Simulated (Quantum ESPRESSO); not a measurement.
# Au (Fm-3m) in Quantum ESPRESSO: a series of runs

The runs below take Au through band structure, single point, equation of state, with PBEsol, LDA.

Everything below comes from runs of Quantum ESPRESSO 7.5. Logs are shortened: lines on timing, memory, paths and dates and some standing lists are left out, and cuts for length are marked.

**Experimental background.**

“Exploring toroidal anvil profiles for larger sample volumes above 4 Mbar”, 2024, pmc:11102561 quotes, for a bulk crystal of Au: bulk modulus 167 GPa.

How close the calculation comes is told below.

### Step 1. The crystal as given

It takes space group Fm-3m (No. 225, cubic). The conventional cell has a = 4.070 Å, b = 4.070 Å, c = 4.070 Å, α = 90.00°, β = 90.00°, γ = 90.00°. Around Au (site symmetry m-3m) lie 12 Au at 2.88 Å.

### Step 2. Band structure, PBEsol

pw.in reads:

```
&CONTROL
  calculation = 'scf'
  prefix = 'pwscf'
  outdir = './tmp'
  pseudo_dir = './pseudo'
  tprnfor = .true.
  tstress = .true.
  disk_io = 'low'
/
&SYSTEM
  ibrav = 0
  nat = 1
  ntyp = 1
  ecutwfc = 45
  ecutrho = 360
  nbnd = 11
  occupations = 'smearing'
  smearing = 'fd'
  degauss = 0.00367493
/
&ELECTRONS
  conv_thr = 2d-10
  electron_maxstep = 120
  mixing_beta = 0.5
/
ATOMIC_SPECIES
Au   196.9666 au_pbesol_v1.uspp.F.UPF
CELL_PARAMETERS angstrom
   0.0000000000    2.0350000000    2.0350000000
   2.0350000000    0.0000000000    2.0350000000
   2.0350000000    2.0350000000    0.0000000000
ATOMIC_POSITIONS crystal
Au     0.0000000000    0.0000000000    0.0000000000
K_POINTS automatic
11 11 11 0 0 0
```

bands.in reads:

```
&CONTROL
  calculation = 'bands'
  prefix = 'pwscf'
  outdir = './tmp'
  pseudo_dir = './pseudo'
  disk_io = 'low'
  verbosity = 'high'
/
&SYSTEM
  ibrav = 0
  nat = 1
  ntyp = 1
  ecutwfc = 45
  ecutrho = 360
  nbnd = 11
  occupations = 'smearing'
  smearing = 'fd'
  degauss = 0.00367493
/
&ELECTRONS
  conv_thr = 1d-08
  electron_maxstep = 120
  mixing_beta = 0.5
  diago_full_acc = .true.
  startingwfc = 'random'
/
ATOMIC_SPECIES
Au   196.9666 au_pbesol_v1.uspp.F.UPF
CELL_PARAMETERS angstrom
   0.0000000000    2.0350000000    2.0350000000
   2.0350000000    0.0000000000    2.0350000000
   2.0350000000    2.0350000000    0.0000000000
ATOMIC_POSITIONS crystal
Au     0.0000000000    0.0000000000    0.0000000000
K_POINTS crystal
60
 0.0000000000  0.0000000000  0.0000000000 1
 0.0625000000  0.0000000000  0.0625000000 1
 0.1250000000  0.0000000000  0.1250000000 1
 0.1875000000  0.0000000000  0.1875000000 1
 0.2500000000  0.0000000000  0.2500000000 1
 0.3125000000  0.0000000000  0.3125000000 1
 0.3750000000  0.0000000000  0.3750000000 1
 0.4375000000  0.0000000000  0.4375000000 1
 0.5000000000  0.0000000000  0.5000000000 1
 0.5000000000  0.0625000000  0.5625000000 1
 0.5000000000  0.1250000000  0.6250000000 1
 0.5000000000  0.1875000000  0.6875000000 1
 0.5000000000  0.2500000000  0.7500000000 1
 0.4375000000  0.3125000000  0.7500000000 1
 0.3750000000  0.3750000000  0.7500000000 1
 0.3375000000  0.3375000000  0.6750000000 1
 0.3000000000  0.3000000000  0.6000000000 1
 0.2625000000  0.2625000000  0.5250000000 1
 0.2250000000  0.2250000000  0.4500000000 1
 0.1875000000  0.1875000000  0.3750000000 1
 0.1500000000  0.1500000000  0.3000000000 1
 0.1125000000  0.1125000000  0.2250000000 1
 0.0750000000  0.0750000000  0.1500000000 1
 0.0375000000  0.0375000000  0.0750000000 1
 0.0000000000  0.0000000000  0.0000000000 1
 0.0625000000  0.0625000000  0.0625000000 1
 0.1250000000  0.1250000000  0.1250000000 1
 0.1875000000  0.1875000000  0.1875000000 1
 0.2500000000  0.2500000000  0.2500000000 1
 0.3125000000  0.3125000000  0.3125000000 1
 0.3750000000  0.3750000000  0.3750000000 1
 0.4375000000  0.4375000000  0.4375000000 1
 0.5000000000  0.5000000000  0.5000000000 1
 0.5250000000  0.4500000000  0.5250000000 1
 0.5500000000  0.4000000000  0.5500000000 1
 0.5750000000  0.3500000000  0.5750000000 1
 0.6000000000  0.3000000000  0.6000000000 1
 0.6250000000  0.2500000000  0.6250000000 1
 0.5833333333  0.2500000000  0.6666666667 1
 0.5416666667  0.2500000000  0.7083333333 1
 0.5000000000  0.2500000000  0.7500000000 1
 0.5000000000  0.2857142857  0.7142857143 1
 0.5000000000  0.3214285714  0.6785714286 1
 0.5000000000  0.3571428571  0.6428571429 1
 0.5000000000  0.3928571429  0.6071428571 1
 0.5000000000  0.4285714286  0.5714285714 1
 0.5000000000  0.4642857143  0.5357142857 1
 0.5000000000  0.5000000000  0.5000000000 1
 0.4821428571  0.4821428571  0.5357142857 1
 0.4642857143  0.4642857143  0.5714285714 1
 0.4464285714  0.4464285714  0.6071428571 1
 0.4285714286  0.4285714286  0.6428571429 1
 0.4107142857  0.4107142857  0.6785714286 1
 0.3928571429  0.3928571429  0.7142857143 1
 0.3750000000  0.3750000000  0.7500000000 1
 0.6250000000  0.2500000000  0.6250000000 1
 0.5937500000  0.1875000000  0.5937500000 1
 0.5625000000  0.1250000000  0.5625000000 1
 0.5312500000  0.0625000000  0.5312500000 1
 0.5000000000  0.0000000000  0.5000000000 1
```

Potentials or basis: GBRV 1.5 PBEsol.

Run with:

```
> OMP_NUM_THREADS=1 mpirun -n 2 pw.x -nk 2 -in pw.in > pw.out
> OMP_NUM_THREADS=1 mpirun -n 2 pw.x -nk 2 -in bands.in > bands.out
```

pw.out:

```text
This program is part of the open-source Quantum ESPRESSO suite
     for quantum simulation of materials; please cite
         "P. Giannozzi et al., J. Phys.:Condens. Matter 21 395502 (2009);
         "P. Giannozzi et al., J. Phys.:Condens. Matter 29 465901 (2017);
         "P. Giannozzi et al., J. Chem. Phys. 152 154105 (2020);
     in publications or presentations arising from this work. More details at

     Message from routine setup:
     using ibrav=0 with symmetry is DISCOURAGED, use correct ibrav instead

     K-points division:     npool     =       2
     Subspace diagonalization in iterative solution of the eigenvalue problem:
     a serial algorithm will be used

     G-vector sticks info
     --------------------
     sticks:   dense  smooth     PW     G-vecs:    dense   smooth      PW
     Sum         745     367    121                13323     4645     893

     Using Slab Decomposition

     bravais-lattice index     =            0
     lattice parameter (alat)  =       5.4385  a.u.
     unit-cell volume          =     113.7417 (a.u.)^3
     number of atoms/cell      =            1
     number of atomic types    =            1
     number of electrons       =        11.00
     number of Kohn-Sham states=           11
     kinetic-energy cutoff     =      45.0000  Ry
     charge density cutoff     =     360.0000  Ry
     scf convergence threshold =      2.0E-10
     mixing beta               =       0.5000
     number of iterations used =            8  plain     mixing
     Exchange-correlation= SLA  PW   PSX  PSC
                           (   1   4  10   8   0   0   0)

     celldm(1)=   5.438489  celldm(2)=   0.000000  celldm(3)=   0.000000
     celldm(4)=   0.000000  celldm(5)=   0.000000  celldm(6)=   0.000000

     crystal axes: (cart. coord. in units of alat)
               a(1) = (   0.000000   0.707107   0.707107 )
               a(2) = (   0.707107   0.000000   0.707107 )
               a(3) = (   0.707107   0.707107   0.000000 )

     reciprocal axes: (cart. coord. in units 2 pi/alat)
               b(1) = ( -0.707107  0.707107  0.707107 )
               b(2) = (  0.707107 -0.707107  0.707107 )
               b(3) = (  0.707107  0.707107 -0.707107 )

     PseudoPot. # 1 for Au read from file:
     au_pbesol_v1.uspp.F.UPF
     Pseudo is Ultrasoft + core correction, Zval = 11.0
     Generated by new atomic code, or converted to UPF format
     Using radial grid of  985 points,  7 beta functions with:
                l(1) =   0
                l(2) =   0
                l(3) =   1
                l(4) =   1
                l(5) =   2
                l(6) =   2
                l(7) =   3
     Q(r) pseudized with  6 coefficients,  rinner =    1.900   1.900   1.900
                                                       1.900   1.900   1.900
                                                       1.900

     atomic species   valence    mass     pseudopotential
     Au               11.00   196.96660     Au( 1.00)

     48 Sym. Ops., with inversion, found

   Cartesian axes

     site n.     atom                  positions (alat units)
         1        Au     tau(   1) = (   0.0000000   0.0000000   0.0000000  )

     number of k points=    56  Fermi-Dirac smearing, width (Ry)=  0.0037
                       cart. coord. in units 2pi/alat
        k(    1) = (   0.0000000   0.0000000   0.0000000), wk =   0.0015026
        k(    2) = (   0.0642824   0.0642824  -0.0642824), wk =   0.0120210
        k(    3) = (   0.1285649   0.1285649  -0.1285649), wk =   0.0120210
        k(    4) = (   0.1928473   0.1928473  -0.1928473), wk =   0.0120210
        k(    5) = (   0.2571297   0.2571297  -0.2571297), wk =   0.0120210
        k(    6) = (   0.3214122   0.3214122  -0.3214122), wk =   0.0120210
[... 48 lines left out ...]
        k(   55) = (  -0.0642824  -0.4499770   0.7071068), wk =   0.0360631
        k(   56) = (   0.0000000  -0.3856946   0.6428243), wk =   0.0360631

     Dense  grid:    13323 G-vectors     FFT dimensions: (  36,  36,  36)

     Smooth grid:     4645 G-vectors     FFT dimensions: (  24,  24,  24)

     Initial potential from superposition of free atoms

     starting charge      10.9999, renormalised to      11.0000
     Starting wfcs are    9 randomized atomic wfcs +    2 random wfcs

     Self-consistent Calculation

     iteration #  1     ecut=    45.00 Ry     beta= 0.50
     Davidson diagonalization with overlap
     ethr =  1.00E-02,  avg # of iterations =  5.2

     Threshold (ethr) on eigenvalues was too large:
     Diagonalizing with lowered threshold

     Davidson diagonalization with overlap
     ethr =  6.79E-04,  avg # of iterations =  1.1

     total energy              =    -114.73131386 Ry
     estimated scf accuracy    <       0.07367304 Ry

     iteration #  2     ecut=    45.00 Ry     beta= 0.50
     Davidson diagonalization with overlap
     ethr =  6.70E-04,  avg # of iterations =  2.4
[... 4 lines left out ...]
     iteration #  3     ecut=    45.00 Ry     beta= 0.50
     Davidson diagonalization with overlap
     ethr =  4.58E-05,  avg # of iterations =  5.3

     total energy              =    -114.75091684 Ry
     estimated scf accuracy    <       0.00034746 Ry

     iteration #  4     ecut=    45.00 Ry     beta= 0.50
     Davidson diagonalization with overlap
     c_bands:  1 eigenvalues not converged
     ethr =  3.16E-06,  avg # of iterations =  6.9

     total energy              =    -114.75094122 Ry
     estimated scf accuracy    <       0.00001643 Ry

     iteration #  5     ecut=    45.00 Ry     beta= 0.50
     Davidson diagonalization with overlap
     ethr =  1.49E-07,  avg # of iterations =  2.2

     total energy              =    -114.75094565 Ry
     estimated scf accuracy    <       0.00000013 Ry
[... 5 lines left out ...]
     total energy              =    -114.75094574 Ry
     estimated scf accuracy    <          4.7E-09 Ry

     iteration #  7     ecut=    45.00 Ry     beta= 0.50
     Davidson diagonalization with overlap
     ethr =  4.31E-11,  avg # of iterations =  2.8

     End of self-consistent calculation

          k = 0.0000 0.0000 0.0000 (   561 PWs)   bands (ev):

     5.6436  10.9337  10.9337  10.9337  12.4862  12.4862  30.2205  34.2978
    34.2978  34.2978  36.4203

          k = 0.0643 0.0643-0.0643 (   573 PWs)   bands (ev):

     5.9320  10.8407  11.0304  11.0304  12.4446  12.4446  30.5471  32.6468
    34.6355  34.6355  36.4217

          k = 0.1286 0.1286-0.1286 (   573 PWs)   bands (ev):
[... 96 lines left out ...]
     9.0498  10.5287  11.4980  11.5107  13.1647  16.1381  20.8686  27.8316
    31.5385  32.7413  36.4212

          k =-0.0643-0.3214 0.3214 (   583 PWs)   bands (ev):

     8.9848  10.5387  10.9102  11.6241  12.4794  14.7439  24.1406  27.9628
    32.1764  35.0433  36.3928

          k = 0.0000-0.2571 0.2571 (   580 PWs)   bands (ev):

     8.2417  10.3049  11.1301  11.8231  11.8638  13.7064  27.0787  29.0476
    33.4605  35.0276  36.3088

          k = 0.3857 0.0000-0.0000 (   576 PWs)   bands (ev):

     8.3646   9.6347  11.7175  12.4015  12.4015  13.1338  29.8348  29.8348
    31.0539  32.2790  33.4704

          k = 0.4500 0.0643-0.0643 (   581 PWs)   bands (ev):
[... 36 lines left out ...]
     8.9114   9.3628  12.3253  13.0125  13.8265  18.1262  21.1523  24.3052
    27.2853  33.6174  36.4197

          k =-0.0000-0.5143 0.5143 (   584 PWs)   bands (ev):

     9.2015   9.8937  11.5849  12.6558  13.5012  19.1505  20.8144  23.0083
    28.7390  33.1589  36.4128

          k = 0.6428-0.0000 0.0000 (   584 PWs)   bands (ev):

     8.5276   8.8609  13.6425  13.9466  13.9466  15.9408  22.3434  25.8644
    25.8644  32.8925  35.4393

          k =-0.0000-0.6428 0.6428 (   586 PWs)   bands (ev):

     8.6166   8.9398  13.4413  13.5148  13.9807  17.3985  21.2893  24.9618
    26.0458  33.5649  35.8268

          k = 0.2571 0.1286 0.0000 (   573 PWs)   bands (ev):

     7.4101  10.2863  11.3120  11.6253  12.0429  12.9680  29.4541  30.7518
    33.5895  34.2656  36.2962

          k = 0.3214 0.1928-0.0643 (   580 PWs)   bands (ev):

     8.3560  10.2574  11.0244  11.7130  12.4552  13.6498  26.3435  29.8898
    32.4184  34.7685  36.3269

          k = 0.3857 0.2571-0.1286 (   580 PWs)   bands (ev):
[... 26 lines left out ...]
     9.4193  10.1853  11.1875  11.9337  13.5124  18.2331  19.4162  26.6369
    29.0988  33.5530  36.4198

          k =-0.0643-0.3214 0.4500 (   575 PWs)   bands (ev):

     9.5513  10.3247  10.6721  12.0298  13.0601  16.2209  22.4035  26.1688
    30.2454  34.3104  36.4297

          k = 0.0000-0.2571 0.3857 (   580 PWs)   bands (ev):

     9.2727  10.1184  10.6645  12.1574  12.4324  14.7896  25.1092  27.0161
    31.3954  35.7826  36.2008

          k = 0.5143 0.1286 0.0000 (   582 PWs)   bands (ev):

     8.9800   9.3244  11.8192  13.2221  13.2852  14.9436  24.9916  26.7064
    27.6808  34.2552  35.2993

          k =-0.1286-0.5143 0.6428 (   583 PWs)   bands (ev):

     9.1486   9.5349  11.5860  12.8890  13.7368  17.0487  22.3094  25.4666
    26.9312  34.6132  36.4016

          k =-0.0643-0.4500 0.5785 (   581 PWs)   bands (ev):

     9.3714   9.9439  11.2402  12.5057  13.6749  19.2698  20.2696  24.0541
    27.6180  34.4155  36.4161

          k = 0.0000-0.3857 0.5143 (   580 PWs)   bands (ev):

     9.7132  10.2478  10.6961  12.2901  13.3084  17.7725  22.8464  22.9153
    28.9745  34.3452  36.4260

          k =-0.0643-0.5785 0.7071 (   585 PWs)   bands (ev):

     8.7856   9.0743  12.7533  13.3953  13.9460  17.2542  21.9674  25.2921
    25.6859  34.4477  35.8153

          k =-0.0000-0.5143 0.6428 (   586 PWs)   bands (ev):
[... 11 lines left out ...]
     9.7979  10.0329  10.6414  12.3730  13.6471  18.4361  21.1965  24.5960
    27.0264  35.7941  36.4967

          k =-0.0643-0.4500 0.7071 (   578 PWs)   bands (ev):

     9.3986   9.7085  11.2716  12.6811  13.9438  18.9978  21.6815  23.7345
    25.5586  36.3603  36.4127

          k = 0.0000-0.3857 0.6428 (   589 PWs)   bands (ev):

     9.6147  10.1515  10.7393  12.3687  13.9402  19.9108  21.5929  22.5838
    25.7648  36.3532  36.4108

     the Fermi energy is    15.6730 ev

!    total energy              =    -114.75094575 Ry
     estimated scf accuracy    <          1.9E-10 Ry
     smearing contrib. (-TS)   =      -0.00010889 Ry
     internal energy E=F+TS    =    -114.75083686 Ry

     The total energy is F=E-TS. E is the sum of the following terms:
     one-electron contribution =      11.08494639 Ry
     hartree contribution      =       8.28584914 Ry
     xc contribution           =     -61.99122760 Ry
     ewald contribution        =     -72.13040479 Ry

     convergence has been achieved in   7 iterations

     Forces acting on atoms (cartesian axes, Ry/au):

     atom    1 type  1   force =     0.00000000    0.00000000    0.00000000

     Total force =     0.000000     Total SCF correction =     0.000000

     Computing stress (Cartesian axis) and pressure

          total   stress  (Ry/bohr**3)                   (kbar)     P=       11.97
   0.00008140  -0.00000000  -0.00000000           11.97       -0.00       -0.00
  -0.00000000   0.00008140  -0.00000000           -0.00       11.97       -0.00
  -0.00000000  -0.00000000   0.00008140           -0.00       -0.00       11.97

=------------------------------------------------------------------------------=
   JOB DONE.
=------------------------------------------------------------------------------=
```

It took 11 s on 2 MPI ranks of Arm Neoverse V1, shared host; peak memory 0.18 GiB.

What came out:

```yaml
Free_energy: -1561.2662 eV
Pressure: 1.2 GPa
Band_gap_on_the_k_mesh: none (metal or under the smearing width)
```

Levels at the corners of the path, in eV from the Fermi level:
| point | band 3 | band 4 | band 5 | band 6 | band 7 | band 8 |
| --- | --- | --- | --- | --- | --- | --- |
| Γ | -4.74 | -4.74 | -3.19 | -3.19 | 14.55 | 18.62 |
| X | -2.00 | -1.63 | -1.63 | 0.93 | 5.85 | 9.98 |
| W | -5.23 | -3.35 | -1.63 | 4.76 | 6.30 | 6.30 |
| K | -3.89 | -2.90 | -2.09 | 3.85 | 4.66 | 7.47 |
| Γ | -4.74 | -4.74 | -3.19 | -3.19 | 14.55 | 18.62 |
| L | -4.78 | -1.96 | -1.96 | -1.08 | 3.12 | 13.97 |
| U | -3.89 | -2.90 | -2.09 | 3.85 | 4.66 | 7.47 |
| W | -5.23 | -3.35 | -1.63 | 4.76 | 6.30 | 6.30 |
| L | -4.78 | -1.96 | -1.96 | -1.08 | 3.12 | 13.97 |
| K | -3.89 | -2.90 | -2.09 | 3.85 | 4.66 | 7.47 |
| U | -3.89 | -2.90 | -2.09 | 3.85 | 4.66 | 7.47 |
| X | -2.00 | -1.63 | -1.63 | 0.93 | 5.85 | 9.98 |

Caveat: some levels on the path didn't converge; spin-orbit coupling is left out, which moves the levels of the heavy elements.

(Continued in part 2 of 2.)
